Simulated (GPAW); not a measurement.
# AlN (P6_3mc) in GPAW: settings compared

The runs below take AlN through optical spectrum, band structure, with LDA, vdW-DF, M06-L.

Program: GPAW 26.7.0. These are calculated values, not measurements. Logs are shortened: lines on timing, memory, paths and dates and some standing lists are left out, and cuts for length are marked. The log counts tension as positive stress, the text compression.

**Measured values to compare with.**

“Self-assembly of well-separated AlN nanowires directly on sputtered metallic TiN films”, 2019, arxiv:1910.07391 quotes, for a bulk crystal of AlN at 10 K: band gap 6.034 eV (an exciton energy, a little under the gap).

From “Structural and optical properties of self-assembled AlN nanowires grown on SiO2/Si substrates by molecular beam epitaxy”, 2024, arxiv:2402.00216, for a bulk crystal of AlN at 0 K: band gap 6.0343 eV (an exciton energy, a little under the gap).

The runs below are set against these values where they give the same quantity.

## (1) The structure

The structure is hexagonal, space group P6_3mc (No. 186). Conventional cell: a = 3.113 Å, b = 3.113 Å, c = 4.981 Å, α = 90.00°, β = 90.00°, γ = 120.00°. Around Al (site symmetry 3m) lie 4 N at 1.89 Å. N (site symmetry 3m) has 4 Al at 1.89 Å as nearest neighbours.

## (2) Optical spectrum, LDA (volume scaled by 1.04)

File run.py:

```python
from ase import Atoms
from ase.dft.bandgap import bandgap
from ase.io import write
from gpaw import GPAW, PW, setup_paths
from gpaw.response.df import DielectricFunction

setup_paths.insert(0, '.')

atoms = Atoms(['Al', 'Al', 'N', 'N'],
              cell=[[3.1539652241, 0.0, 0.0],
                    [-1.576982612, 2.7314140067, 0.0],
                    [0.0, 0.0, 5.0465469904]],
              scaled_positions=[[0.6666666667, 0.3333333333, 0.5],
                                [0.3333333333, 0.6666666667, 0.0],
                                [0.6666666667, 0.3333333333, 0.88],
                                [0.3333333333, 0.6666666667, 0.38]],
              pbc=True)

calc = GPAW(mode=PW(650),
            xc='LDA',
            kpts={'size': (8, 8, 4), 'gamma': True},
            occupations={'name': 'fermi-dirac', 'width': 0.001},
            nbands=18,
            convergence={'density': 1e-06},
            maxiter=150,
            txt='gpaw.txt')
atoms.calc = calc
energy = atoms.get_potential_energy()
calc.write('gs.gpw')
write('result.traj', atoms)
print(f'Energy: {energy:.6f} eV')
print('Fermi level:', round(calc.get_fermi_level(), 4), 'eV')
print(f'Gap: {bandgap(calc)[0]:.4f} eV, direct: {bandgap(calc, direct=True)[0]:.4f} eV')

dense = calc.fixed_density(kpts={'size': (13, 13, 7), 'gamma': True},
                           nbands=54, convergence={'bands': 48},
                           update_fermi_level=True, txt='dense.txt')
dense.write('dense.gpw', mode='all')

df = DielectricFunction('dense.gpw', frequencies={'type': 'nonlinear', 'domega0': 0.05, 'omega2': 10},
                        eta=0.1, ecut=50, nbands=48, eshift=1.63, intraband=False, txt='df.txt')
for direction in ['x', 'z']:
    df.get_dielectric_function(xc='RPA', direction=direction, filename=f'df_{direction}.csv')
    e0, e = df.get_macroscopic_dielectric_constant(xc='RPA', direction=direction)
    print(f'{direction}: static eps {e0:.4f} without, {e:.4f} with local fields')
```

Potentials or basis: PAW data sets generated in the run's folder for this functional, pw.

On the command line:

```sh
gpaw-setup -f LDA Al N
OMP_NUM_THREADS=1 python run.py
```

gpaw.txt:

```text
__  _  _
 | _ |_)|_||  |
 |__||  | ||/\| - 26.7.0

Input parameters:
  mode=PW(ecut=650.0),
  convergence={'density': 1e-06},
  kpts=MonkhorstPack(size=(8, 8, 4), gamma=True),
  maxiter=150,
  nbands=18,
  occupations=Occupations(name='fermi-dirac', width=0.001),
  xc=XC(name='LDA')

Diagonalizing LCAO Hamiltonian
Converting LCAO to pw mode

           N

           Al
        N

        Al

Atoms  # Å, Bohr magnetons
|   | symbol |         x |        y |        z |    initial magnetic moments |
|---|--------|-----------|----------|----------|-----------------------------|
| 0 |     Al |  1.576983 | 0.910471 | 2.523273 | ( 0.0000,  0.0000,  0.0000) |
| 1 |     Al | -0.000000 | 1.820943 | 0.000000 | ( 0.0000,  0.0000,  0.0000) |
| 2 |      N |  1.576983 | 0.910471 | 4.440961 | ( 0.0000,  0.0000,  0.0000) |
| 3 |      N | -0.000000 | 1.820943 | 1.917688 | ( 0.0000,  0.0000,  0.0000) |

Unit cell  # Å
| periodic |         x |        y |        z |  lengths |     angles |
|----------|-----------|----------|----------|----------|------------|
|      yes |  3.153965 | 0.000000 | 0.000000 | 3.153965 |  90.000000 |
|      yes | -1.576983 | 2.731414 | 0.000000 | 3.153965 |  90.000000 |
|      yes |  0.000000 | 0.000000 | 5.046547 | 5.046547 | 120.000000 |

Number of symmetries: 6
Symmetry operations  # r_c * U_cc + t_c -> r_c
|   | kind |            matrix            |
|---|------|------------------------------|
| 0 |  σ   |  1, 1, 0,  0,-1, 0,  0, 0, 1 |
| 1 |  E   |  1, 0, 0,  0, 1, 0,  0, 0, 1 |
| 2 |  C3  |  0, 1, 0, -1,-1, 0,  0, 0, 1 |
| 3 |  σ   |  0,-1, 0, -1, 0, 0,  0, 0, 1 |
| 4 |  σ   | -1, 0, 0,  1, 1, 0,  0, 0, 1 |
| 5 |  C3  | -1,-1, 0,  1, 0, 0,  0, 0, 1 |

BZ-sampling:
  Number of BZ points: 256
  Number of IBZ points: 35

  Monkhorst-Pack size: [8, 8, 4]
  Monkhorst-Pack shift: [0.0625, 0.0625, 0.125]

K-points  # in reciprocal-cell coordinates
|     |                                coordinates |     weight |
|-----|--------------------------------------------|------------|
|   0 | (  0.00000000,   0.00000000,   0.00000000) | 0.00390625 |
|   1 | (  0.00000000,   0.00000000,   0.25000000) | 0.00781250 |
|   2 | (  0.00000000,   0.00000000,   0.50000000) | 0.00390625 |
|   3 | (  0.12500000,   0.00000000,  -0.25000000) | 0.02343750 |
|   4 | (  0.12500000,   0.00000000,   0.00000000) | 0.02343750 |
|   5 | (  0.12500000,   0.00000000,   0.25000000) | 0.02343750 |
|   6 | (  0.12500000,   0.00000000,   0.50000000) | 0.02343750 |
|   7 | (  0.25000000,  -0.12500000,   0.00000000) | 0.02343750 |
|   8 | (  0.25000000,  -0.12500000,   0.25000000) | 0.04687500 |
|   9 | (  0.25000000,  -0.12500000,   0.50000000) | 0.02343750 |
| ... |                                            |            |
|  34 | (  0.50000000,   0.50000000,   0.50000000) | 0.01171875 |

Plane wave coefficients: 1665
Cutoff: 650.0 eV

Spin-components: 1 (collinear spins)
Bands:           18
Projectors:      20
Spin-degeneracy: 2
Datatype:        complex128

Density:
  Valence electrons: 16.0
  Components: 1
  Grid points: [20 20 30]
  Charge: 0.0  # |e|

Potential:
  Grid points: [20 20 30]

species:
  Al:
    name:    Aluminium
    Z:       13.0
    valence: 3
    core:    10
    charge:  0.0  # [|e|]
    compensation charges:
      type: gauss
      rc: 0.34  # [Å]
      lmax: 2
    cutoffs:
      filter: 1.91  # [Å]
      core: 2.36  # [Å]
    projectors
    | kind |    occ | energy [eV] | rcut [Å] |
    |------|--------|-------------|----------|
    |   3s |  2.000 |      -7.829 |    1.085 |
    |   3p |  1.000 |      -2.783 |    1.085 |
    |    s |        |      19.382 |    1.085 |
    |    p |        |      24.428 |    1.085 |
    |    d |        |       0.000 |    1.085 |

    Using partial waves for Al as LCAO basis

  N:
    name:    Nitrogen
    Z:       7.0
    valence: 5
    core:    2
    charge:  0.0  # [|e|]
    compensation charges:
      type: gauss
      rc: 0.18  # [Å]
      lmax: 2
    cutoffs:
      filter: 1.11  # [Å]
      core: 0.96  # [Å]
    projectors
    | kind |    occ | energy [eV] | rcut [Å] |
    |------|--------|-------------|----------|
    |   2s |  2.000 |     -18.420 |    0.603 |
    |   2p |  3.000 |      -7.237 |    0.529 |
    |    s |        |       8.791 |    0.603 |
    |    p |        |      19.974 |    0.529 |
    |    d |        |       0.000 |    0.577 |

    Using partial waves for N as LCAO basis

Reference energy: -16098.591515  # eV

eigensolver:
  PPCG
  Converge bands: occupied
  niter=2

density mixing:
  MSR1-Mixer
  Pratt-step length: 0.05
  Maximum mixing coefficient: 0.75
  Old densities: 10
  SVD Regularization: 0.005
  Good broyden scale: 1.0
  Trust region scale: 1.0
  Backstep threshold: 4.0
  History deletion threshold: 6.0
  Fourier metric: weight=20.0, sigma=0.015

occupation numbers:
  Fermi-Dirac:
    width: 0.0010  # eV

poisson solver:
  ecut: 5200.0  # eV

xc functional:
  name: None

convergence criteria:
- Maximum integral of absolute [dens]ity change: 1e-06 electrons / valence electron
- Maximum [total energy] change in last 3 cyles: 0.0005 eV / valence electron
- Maximum integral of absolute [eigenst]ate change: 4e-08 eV^2 / valence electron
maximum number of iterations: 150

SCF iterations
|iter     | |      energy | eigst |  dens |
|---------|-|-------------|-------|-------|
|iter:   1| |  -36.671646 | -0.27 |       |
|iter:   2| |  -35.634406 | -2.04 | -0.55 |
|iter:   3| |  -32.642119 | -0.79 | -0.61 |
|iter:   4| |  -32.619799 | -3.00 | -1.24 |
|iter:   5| |  -32.615761 | -3.59 | -1.55 |
|iter:   6| |  -32.615808c| -5.84 | -2.74 |
|iter:   7| |  -32.615817c| -6.55 | -3.14 |
|iter:   8| |  -32.615817c| -8.25c| -4.38 |
|iter:   9| |  -32.615817c| -8.03c| -4.84 |
|iter:  10| |  -32.615817c| -8.89c| -5.17 |
|iter:  11| |  -32.615817c| -9.89c| -5.96 |
|iter:  12| |  -32.615817c|-10.94c| -6.47c|

Converged in 12 steps
Energy contributions relative to reference atoms: (reference = -16098.591515)

Energy contributions:
  Kinetic:          25.592019
  Coulomb:         -22.533829
  Zero:              0.026092
  External:          0.000000
  Xc:              -35.700100
  Entropy:          -0.000000
  Spinorbit:         0.000000
  ----------------------------
  Free energy:     -32.615817
  Extrapolated:    -32.615817

dipole moment: (-0.000001, -0.000001, -6.997176)  # |e|*Ang

Fermi level: 5.776
Eigenvalues  # (at kpt = [0.000, 0.000, 0.000])
| band index |      eig [eV] | occ [0-2] |
|------------|---------------|-----------|
|          0 |        -9.310 |     2.000 |
|          1 |        -7.211 |     2.000 |
|          2 |        -0.383 |     2.000 |
|          3 |         4.653 |     2.000 |
|          4 |         4.653 |     2.000 |
|          5 |         5.300 |     2.000 |
[... 8 lines left out ...]
|         14 |        18.072 |     0.000 |
|         15 |        18.072 |     0.000 |
|        ... |               |           |
|         17 |        19.904 |     0.000 |

Gap: 3.919 eV
Transition (v -> c):
  (s=0, k=0, n=7, [0.00, 0.00, 0.00]) -> (s=0, k=0, n=8, [0.00, 0.00, 0.00])
No difference between direct/indirect transitions
# Writing to gs.gpw (mode='')
```

Run time: 3.4 min. Hardware: 1 thread of Arm Neoverse V2, shared host; peak memory 0.52 GiB.

What came out:

- Free energy: -32.6158 eV
- Band gap on the k mesh: 3.92 eV, direct

Dielectric function (mean over the directions given):
| energy (eV) | real part | imaginary part |
| --- | --- | --- |
| 0.25 | 3.92 | 0.00 |
| 1.15 | 3.95 | 0.01 |
| 2.18 | 4.06 | 0.01 |
| 3.17 | 4.25 | 0.02 |
| 4.16 | 4.58 | 0.04 |
| 5.16 | 5.20 | 0.09 |
| 6.15 | 6.10 | 0.80 |
| 7.12 | 7.23 | 1.87 |
| 8.16 | 6.63 | 6.54 |
| 9.18 | 2.35 | 8.03 |
| 10.06 | 0.71 | 4.94 |
| 11.09 | 1.17 | 3.94 |
| 12.08 | 0.64 | 4.20 |
| 13.00 | 1.33 | 4.56 |
| 14.10 | -0.56 | 4.58 |
| 15.13 | -1.40 | 3.03 |
| 16.21 | -1.36 | 2.17 |
| 17.36 | -1.24 | 1.38 |
| 18.58 | -1.09 | 0.85 |
| 19.87 | -0.38 | 0.51 |

Caveat: the long-wavelength limit can be off by a per cent or two; independent-particle spectra lack excitons; an odd mesh through Γ misses points on the zone boundary, where band edges often lie.

## (3) Band structure, vdW-DF

File run.py:

```python
from ase.dft.bandgap import bandgap
from ase.io import write
from ase.spacegroup import crystal
from gpaw import GPAW, PW

# Al 2b
# N 2b
atoms = crystal(['Al', 'N'],
                basis=[[0.6666666667, 0.3333333333, 0.5],
                       [0.6666666667, 0.3333333333, 0.88]],
                spacegroup=186, setting=1,  # P6_3mc
                cellpar=[3.113, 3.113, 4.981, 90.0, 90.0, 120.0],
                primitive_cell=True)

calc = GPAW(mode=PW(800),
            xc={'name': 'vdW-DF', 'backend': 'libvdwxc'},
            kpts={'size': (7, 7, 4), 'gamma': True},
            occupations={'name': 'fermi-dirac', 'width': 0.05},
            nbands=18,
            convergence={'density': 1e-05, 'energy': 1e-05},
            maxiter=150,
            txt='gpaw.txt')
atoms.calc = calc
energy = atoms.get_potential_energy()
forces = atoms.get_forces()
calc.write('gs.gpw')
write('result.traj', atoms)
print(f'Energy: {energy:.6f} eV')
print('Forces (eV/A):')
print(forces.round(4))
print('Fermi level:', round(calc.get_fermi_level(), 4), 'eV')
print(f'Gap: {bandgap(calc)[0]:.4f} eV, direct: {bandgap(calc, direct=True)[0]:.4f} eV')

path = atoms.cell.bandpath('GMKGALHA,LM,KH', npoints=80, eps=1e-4)
bs_calc = calc.fixed_density(kpts=path, symmetry='off', nbands=29,
                             convergence={'bands': 'CBM+6.0', 'eigenstates': 1e-6}, txt='bands.txt')
bs = bs_calc.band_structure()
bs.write('bs.json')
print(f'Gap on the path: {bandgap(bs_calc)[0]:.4f} eV')
```

Potentials or basis: GPAW PAW data sets (gpaw-data 1.2.1), pw.

On the command line:

```sh
OMP_NUM_THREADS=1 python run.py
```

Run time: 2.6 min. Hardware: 1 thread of Intel Xeon at 2.50GHz (Skylake/Cascade Lake), shared host; peak memory 0.35 GiB.

It converged, with:

```
Free energy             : -66.1791 eV
Largest force           : 0.128 eV/Å
Band gap on the k mesh  : 4.55 eV, direct
Band gap along the path : 4.55 eV, direct
```

Forces on the atoms (eV/Å):
```
Al   0.000  0.000 -0.128
Al   0.000  0.000 -0.128
N    0.000  0.000  0.128
N    0.000  0.000  0.127
```

Levels at the corners of the path, in eV from the valence-band top:
| point | band 5 | band 6 | band 7 | band 8 | band 9 | band 10 | band 11 | band 12 |
| --- | --- | --- | --- | --- | --- | --- | --- | --- |
| Γ | -0.82 | -0.18 | -0.18 | 0.00 | 4.55 | 6.96 | 10.89 | 11.39 |
| M | -3.25 | -2.02 | -1.70 | -0.65 | 6.11 | 6.15 | 8.48 | 10.57 |
| K | -3.67 | -2.36 | -2.31 | -2.31 | 5.41 | 8.64 | 9.96 | 9.96 |
| Γ | -0.82 | -0.18 | -0.18 | 0.00 | 4.55 | 6.96 | 10.89 | 11.39 |
| A | -0.51 | -0.51 | -0.51 | -0.51 | 6.75 | 6.75 | 10.63 | 10.63 |
| L | -1.41 | -1.41 | -1.32 | -1.32 | 5.64 | 5.64 | 9.57 | 9.57 |
| H | -3.72 | -3.72 | -0.77 | -0.77 | 7.73 | 7.73 | 8.15 | 8.15 |
| A | -0.51 | -0.51 | -0.51 | -0.51 | 6.75 | 6.75 | 10.63 | 10.63 |
| L | -1.41 | -1.41 | -1.32 | -1.32 | 5.64 | 5.64 | 9.57 | 9.57 |
| M | -3.25 | -2.02 | -1.70 | -0.65 | 6.11 | 6.15 | 8.48 | 10.57 |
| K | -3.67 | -2.36 | -2.31 | -2.31 | 5.41 | 8.64 | 9.96 | 9.96 |
| H | -3.72 | -3.72 | -0.77 | -0.77 | 7.73 | 7.73 | 8.15 | 8.15 |

Caveat: the PAW data sets were made with another functional, which shifts forces and pressure a little.

## (4) Band structure, M06-L

File run.py:

```python
from ase.dft.bandgap import bandgap
from ase.io import read, write
from ase.units import GPa
from gpaw import GPAW, PW

atoms = read('AlN.xyz')

calc = GPAW(mode=PW(800),
            xc='M06-L',
            kpts={'size': (7, 7, 4), 'gamma': True},
            occupations={'name': 'fermi-dirac', 'width': 0.05},
            nbands=18,
            convergence={'density': 1e-05, 'energy': 1e-05},
            maxiter=150,
            txt='gpaw.txt')
atoms.calc = calc
energy = atoms.get_potential_energy()
forces = atoms.get_forces()
stress = atoms.get_stress()
calc.write('gs.gpw')
write('result.traj', atoms)
print(f'Energy: {energy:.6f} eV')
print('Forces (eV/A):')
print(forces.round(4))
print('Stress (GPa):', (stress / GPa).round(3))
print('Fermi level:', round(calc.get_fermi_level(), 4), 'eV')
print(f'Gap: {bandgap(calc)[0]:.4f} eV, direct: {bandgap(calc, direct=True)[0]:.4f} eV')

path = atoms.cell.bandpath('GMKGALHA,LM,KH', npoints=60, eps=1e-4)
bs_calc = calc.fixed_density(kpts=path, symmetry='off', nbands=29,
                             convergence={'bands': 'CBM+6.0', 'eigenstates': 1e-6}, txt='bands.txt')
bs = bs_calc.band_structure()
bs.write('bs.json')
print(f'Gap on the path: {bandgap(bs_calc)[0]:.4f} eV')
```

File AlN.xyz:

```xyz
4
Lattice="3.1130000000 0.0000000000 0.0000000000 -1.5565000000 2.6959370820 0.0000000000 0.0000000000 0.0000000000 4.9810000000" Properties=species:S:1:pos:R:3 pbc="T T T"
Al     1.5565000002      0.8986456939      2.4905000000
Al    -0.0000000002      1.7972913881      0.0000000000
N      1.5565000002      0.8986456939      4.3832800000
N     -0.0000000002      1.7972913881      1.8927800000
```

On the command line:

```sh
OMP_NUM_THREADS=1 python run.py
```

It took 12 min on 1 thread of Intel Xeon at 2.50GHz (Skylake/Cascade Lake), shared host; peak memory 0.34 GiB.

It converged, with:

| Property | Result |
| --- | --- |
| Free energy | -39.5629 eV |
| Pressure | -4.1 GPa |
| Largest force | 0.114 eV/Å |
| Band gap on the k mesh | 4.30 eV, direct |
| Band gap along the path | 4.30 eV, direct |

Forces on the atoms (eV/Å):
```
Al   0.000  0.000 -0.111
Al   0.000  0.000 -0.109
N    0.000  0.000  0.106
N    0.000  0.000  0.114
```

Stress tensor (GPa, compression positive):
```
-4.80  0.00  0.00
 0.00 -4.80  0.00
 0.00  0.00 -2.73
```

Levels at the corners of the path, in eV from the valence-band top:
| point | band 5 | band 6 | band 7 | band 8 | band 9 | band 10 | band 11 | band 12 |
| --- | --- | --- | --- | --- | --- | --- | --- | --- |
| Γ | -0.86 | -0.20 | -0.19 | 0.00 | 4.30 | 7.31 | 10.83 | 11.98 |
| M | -3.32 | -2.09 | -1.77 | -0.68 | 5.97 | 6.13 | 8.73 | 10.79 |
| K | -3.74 | -2.43 | -2.36 | -2.36 | 5.08 | 8.47 | 10.32 | 10.32 |
| Γ | -0.86 | -0.20 | -0.19 | 0.00 | 4.30 | 7.31 | 10.83 | 11.98 |
| A | -0.54 | -0.54 | -0.54 | -0.54 | 6.78 | 6.78 | 10.91 | 10.92 |
| L | -1.46 | -1.46 | -1.36 | -1.36 | 5.54 | 5.54 | 9.92 | 9.92 |
| H | -3.87 | -3.87 | -0.79 | -0.79 | 7.47 | 7.47 | 8.51 | 8.51 |
| A | -0.54 | -0.54 | -0.54 | -0.54 | 6.78 | 6.78 | 10.91 | 10.92 |
| L | -1.46 | -1.46 | -1.36 | -1.36 | 5.54 | 5.54 | 9.92 | 9.92 |
| M | -3.32 | -2.09 | -1.77 | -0.68 | 5.97 | 6.13 | 8.73 | 10.79 |
| K | -3.74 | -2.43 | -2.36 | -2.36 | 5.08 | 8.47 | 10.32 | 10.32 |
| H | -3.87 | -3.87 | -0.79 | -0.79 | 7.47 | 7.47 | 8.51 | 8.51 |

Caveat: the PAW data sets were made with another functional, which shifts forces and pressure a little.

## (5) Overview

```tsv
task	level	potentials or basis	cell	k mesh	cutoff (eV)	smearing	kernel	eta	response ecut	response k mesh	domega0	gap on the mesh (eV)	largest force (eV/Å)
optical spectrum	LDA	PAW data sets generated in the run's folder for this functional, pw	volume scaled by 1.04	8 × 8 × 4	650	fermi-dirac 0.001 eV	RPA	0.1 eV	50 eV	13 × 13 × 7	0.05 eV	3.92	-
band structure	vdW-DF	GPAW PAW data sets (gpaw-data 1.2.1), pw	as given	7 × 7 × 4	800	fermi-dirac 0.05 eV	-	-	-	-	-	4.55	0.13
band structure	M06-L	GPAW PAW data sets (gpaw-data 1.2.1), pw	as given	7 × 7 × 4	800	fermi-dirac 0.05 eV	-	-	-	-	-	4.30	0.11
```

Alike in all rows: no spin polarisation.

Caveats: the PAW data sets were made with another functional, which shifts forces and pressure a little (some runs); the long-wavelength limit can be off by a per cent or two (some runs); independent-particle spectra lack excitons (some runs); an odd mesh through Γ misses points on the zone boundary, where band edges often lie (some runs).

Total energies depend on the potentials used, so only differences within one code and one set of settings carry meaning.

## (6) Comparison with measurements

Step 3. Against the measured gap of AlN, 6.034 eV (an exciton energy, a little under the gap; 10 K; quoted in “Self-assembly of well-separated AlN nanowires directly on sputtered metallic TiN films”, 2019, arxiv:1910.07391), the calculated 4.55 eV is off by -1.49 eV. 2 values of this kind are on record (6.034 to 6.0343 eV); this one was drawn at random. The value is that of vdW-DF, without temperature or zero-point motion.

Step 4. Against the measured gap of AlN, 6.0343 eV (an exciton energy, a little under the gap; 0 K; quoted in “Structural and optical properties of self-assembled AlN nanowires grown on SiO2/Si substrates by molecular beam epitaxy”, 2024, arxiv:2402.00216), the calculated 4.30 eV is off by -1.74 eV. 2 values of this kind are on record (6.034 to 6.0343 eV); this one was drawn at random. The value is that of M06-L, without temperature or zero-point motion.
